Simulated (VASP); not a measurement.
# Na2S (Fm-3m) in VASP: single point with HSE06

Aim: the single point of Na2S with HSE06.

Program: VASP 6.6.1. These are calculated values, not measurements. Logs are shortened: lines on timing, memory, paths and dates and some standing lists are left out, and cuts for length are marked.

## (1) The structure

It takes space group Fm-3m (No. 225, cubic). Conventional cell: a = 6.503 Å, b = 6.503 Å, c = 6.503 Å, α = 90.00°, β = 90.00°, γ = 90.00°. Around Na (site symmetry -43m) lie 4 S at 2.82 Å. S (site symmetry m-3m) is surrounded by 8 Na at 2.82 Å.

The cell comes from a database or a generator and needn't be the stable form of this composition.

## (2) Single point, HSE06

Contents of POSCAR:

```
Na2S
1.0
    0.0000000000      3.2516400000      3.2516400000
    3.2516400000      0.0000000000      3.2516400000
    3.2516400000      3.2516400000      0.0000000000
Na S
2 1
Direct
    0.2500000000      0.2500000000      0.2500000000
    0.7500000000      0.7500000000      0.7500000000
    0.0000000000      0.0000000000      1.0000000000
```

Contents of INCAR.step1:

```
ALGO     = Normal         # electronic algorithm
EDIFF    = 1E-5           # SCF threshold, eV
ENCUT    = 520            # plane-wave cutoff, eV
GGA      = PE             # functional
ISIF     = 2              # what is computed and relaxed
ISMEAR   = 0              # smearing method
LASPH    = True           # aspherical terms in the spheres
LCHARG   = False          # write CHGCAR
LREAL    = False          # projectors in reciprocal space
LWAVE    = True           # write WAVECAR
NBANDS   = 17             # bands
NELM     = 60             # most SCF steps
PREC     = Accurate       # precision mode
SIGMA    = 0.02           # smearing width, eV
```

Contents of INCAR.step2:

```
ALGO     = Normal         # electronic algorithm
EDIFF    = 1E-6           # SCF threshold, eV
ENCUT    = 520            # plane-wave cutoff, eV
GGA      = PE             # functional
HFSCREEN = 0.2            # screening, 1/A
ISIF     = 2              # what is computed and relaxed
ISMEAR   = 0              # smearing method
ISTART   = 1            
LASPH    = True           # aspherical terms in the spheres
LCHARG   = False          # write CHGCAR
LHFCALC  = True           # exact exchange
LREAL    = False          # projectors in reciprocal space
LWAVE    = False          # write WAVECAR
NBANDS   = 17             # bands
NELM     = 60             # most SCF steps
PREC     = Accurate       # precision mode
PRECFOCK = Fast         
SIGMA    = 0.02           # smearing width, eV
```

Contents of KPOINTS:

```
k-points
0
Gamma
  4 4 4
```

Potentials or basis: VASP PAW PBE potentials, release 64 (Na_pv, S).

Launch:

```sh
cat potpaw_PBE.64/Na_pv/POTCAR potpaw_PBE.64/S/POTCAR > POTCAR
cp INCAR.step1 INCAR
mpirun -np 1 vasp_std > vasp.out
cp INCAR.step2 INCAR
mpirun -np 1 vasp_std > vasp.out
```

OUTCAR:

```text
EDIFF = 1E-6
   ENCUT = 520
   GGA = PE
   HFSCREEN = 0.2
   ISIF = 2
   ISMEAR = 0
   ISTART = 1
   LASPH = True
   LHFCALC = True
   LREAL = False
   NELM = 60
   PREC = Accurate
   PRECFOCK = Fast

 ion  position               nearest neighbor table
   1  0.250  0.250  0.250-
   2  0.750  0.750  0.750-
   3  0.000  0.000  0.000-

  LATTYP: Found a face centered cubic cell.
 ALAT       =     6.5032800000

  Lattice vectors:

 A1 = (   0.0000000000,   3.2516400000,   3.2516400000)
 A2 = (   3.2516400000,   0.0000000000,   3.2516400000)
 A3 = (   3.2516400000,   3.2516400000,   0.0000000000)

Analysis of symmetry for initial positions (statically):
=====================================================================
 Subroutine PRICEL returns:
 Original cell was already a primitive cell.

 Routine SETGRP: Setting up the symmetry group for a
 face centered cubic supercell.

 Subroutine GETGRP returns: Found 48 space group operations
 (whereof 48 operations were pure point group operations)
 out of a pool of 48 trial point group operations.

The static configuration has the point symmetry O_h .

Analysis of symmetry for dynamics (positions and initial velocities):
=====================================================================
 Subroutine PRICEL returns:
 Original cell was already a primitive cell.

 Routine SETGRP: Setting up the symmetry group for a
 face centered cubic supercell.

 Subroutine GETGRP returns: Found 48 space group operations
 (whereof 48 operations were pure point group operations)
 out of a pool of 48 trial point group operations.

The dynamic configuration has the point symmetry O_h .

 Subroutine INISYM returns: Found 48 space group operations
 (whereof 48 operations are pure point group operations),
 and found     1 'primitive' translations

----------------------------------------------------------------------------------------

                                     Primitive cell

  volume of cell :      68.7602

  direct lattice vectors                    reciprocal lattice vectors
     0.000000000  3.251640000  3.251640000    -0.153768560  0.153768560  0.153768560
     3.251640000  0.000000000  3.251640000     0.153768560 -0.153768560  0.153768560
     3.251640000  3.251640000  0.000000000     0.153768560  0.153768560 -0.153768560
[... 75 lines left out ...]
   ISIF   =      2    stress and relaxation
   ISYM   =      3    0-nonsym 1-usesym 2-fastsym
   POTIM  = 0.5000    time-step for ionic-motion
   TEBEG  =    0.0;   TEEND  =   0.0 temperature during run
   PSTRESS=    0.0 pullay stress
   NELECT =      20.0000    total number of electrons
   NUPDOWN=      -1.0000    fix difference up-down
   EMIN   =  10.00;   EMAX   =-10.00  energy-range for DOS
   EFERMI =   0.00;   METHOD = LEGACY
   ISMEAR =     0;   SIGMA  =   0.02  broadening in eV -4-tet -1-fermi 0-gaus
   EFERMI_NEDOS =   21; number of points for ismear=-14 and -15
   IALGO  =     38    algorithm
   IMIX   =      1    mixing-type and parameters
     AMIX     =   0.40;   BMIX     =  1.00
     AMIX_MAG =   1.60;   BMIX_MAG =  1.00
  volume/ion in A,a.u.               =      22.92       154.67
  Fermi-wavevector in a.u.,A,eV,Ry     =   1.084690  2.049767 16.007972  1.176553
  Thomas-Fermi vector in A             =   2.220786
   LORBIT       =      0    0 simple, 1 ext, 2 COOP (PROOUT), +10 PAW based schemes
   GGA     = PE    functional components
   LHFCALC =     T    Hartree Fock is set to
   PRECFOCK=fast      Normal, Fast or Accurate (Low or Medium for compatibility)
   ENCUT4O =  -1.0   cutoff for four orbital integrals eV
   NKREDX  =     1    reduce k-point grid by
   NKREDY  =     1    reduce k-point grid by
   NKREDZ  =     1    reduce k-point grid by
   AEXX    =    0.2500 exact exchange contribution
   HFSCREEN=    0.2000 screening length (either q_TF or 0.3 A-1)
   HFSCREENC=   0.2000 screening length for correlation (either q_TF or 0.3 A-1)
   ENCUTFOCK=  -1.0 apply spherical cutoff to Coloumb kernel
   IVDW    =     0    specifies the selected vdW correction
   LEPSILON=     F    determine dielectric tensor
   LRPA    =     F    only Hartree local field effects (RPA)
 non-spin polarized calculation
 Gauss-broadening in eV      SIGMA  =   0.02
  energy-cutoff  :      520.00
  volume of cell :       68.76
 maximum number of plane-waves:      1880
 NGX is ok and might be reduce to    36
  NGX = 20; NGY = 20; NGZ = 20

 number of electron      19.9999984 magnetization

 Free energy of the ion-electron system (eV)
  ---------------------------------------------------
  ext. energy  EPLUGINS =         0.00000000
  ---------------------------------------------------
  free energy    TOTEN  =       -11.53085870 eV

  energy without entropy =      -11.53085870  energy(sigma->0) =      -11.53085870

 E-fermi :  -0.3837     XC(G=0):  -6.5750

 val. band max:       -0.4699017841   @ k =   0.0000   0.0000   0.0000
 cond. band min:       3.0821342586   @ k =   0.0000   0.0000   0.0000
 fundamental gap:      3.5520360428
 Fermi energy:        -0.3836808666

 k-point     1 :       0.0000    0.0000    0.0000
  band No.  band energies     occupation
      1     -24.9958      2.00000
      2     -24.9958      2.00000
      3     -24.9958      2.00000
      4     -24.9432      2.00000
      5     -24.9432      2.00000
      6     -24.9432      2.00000
[... 137 lines left out ...]
      4     -24.9720      2.00000
      5     -24.9330      2.00000
      6     -24.9323      2.00000
[... 9 lines left out ...]
     16      11.5705      0.00000
     17      13.0272      0.00000

------------------------ aborting loop because EDIFF is reached ----------------------------------------

  FORCE on cell =-STRESS in cart. coord.  units (eV):
  Direction    XX          YY          ZZ          XY          YZ          ZX
  --------------------------------------------------------------------------------------
  -------------------------------------------------------------------------------------
  Total        0.1480271      0.1480271      0.1480271     -0.0000000     -0.0000000      0.0000000
  in kB        3.4491695      3.4491695      3.4491695     -0.0000000     -0.0000000      0.0000000
  external PRESSURE =       3.4491695 kB  Pullay stress =       0.0000000 kB

 VOLUME and BASIS-vectors are now :
 -----------------------------------------------------------------------------
  energy-cutoff  :      520.00
  volume of cell :       68.76
      direct lattice vectors                 reciprocal lattice vectors
     0.000000000  3.251640000  3.251640000    -0.153768560  0.153768560  0.153768560
     3.251640000  0.000000000  3.251640000     0.153768560 -0.153768560  0.153768560
     3.251640000  3.251640000  0.000000000     0.153768560  0.153768560 -0.153768560

 POSITION                                       TOTAL-FORCE (eV/Angst)
 -----------------------------------------------------------------------------------
      1.62582      1.62582      1.62582         0.000000     -0.000000     -0.000000
      4.87746      4.87746      4.87746        -0.000000      0.000000      0.000000
      0.00000      0.00000      0.00000        -0.000000      0.000000     -0.000000
 -----------------------------------------------------------------------------------
    total drift:                                0.000001      0.000001      0.000001

  FREE ENERGIE OF THE ION-ELECTRON SYSTEM (eV)
  ---------------------------------------------------
  free  energy   TOTEN  =       -11.5308587027 eV

  energy  without entropy=      -11.5308587026  energy(sigma->0) =      -11.53085870
```

OUTCAR.step1:

```text
EDIFF = 1E-5
   ENCUT = 520
   GGA = PE
   ISIF = 2
[... 369 lines left out ...]
      1.62582      1.62582      1.62582         0.000000      0.000000     -0.000000
      4.87746      4.87746      4.87746        -0.000000     -0.000000      0.000000
      0.00000      0.00000      0.00000        -0.000000      0.000000      0.000000
 -----------------------------------------------------------------------------------
    total drift:                                0.000000      0.000000      0.000000

  FREE ENERGIE OF THE ION-ELECTRON SYSTEM (eV)
  ---------------------------------------------------
  free  energy   TOTEN  =        -9.9663066303 eV

  energy  without entropy=       -9.9663066303  energy(sigma->0) =       -9.96630663
```

It took 2.2 min on 1 thread of Intel Xeon 6975P-C (Granite Rapids), shared host; peak memory 0.29 GiB.

Results:

```
Free energy            : -11.5309 eV
Pressure               : 0.3 GPa
Band gap on the k mesh : 3.55 eV, direct
```

Caveat: the PAW data sets were made with another functional, which shifts forces and pressure a little.
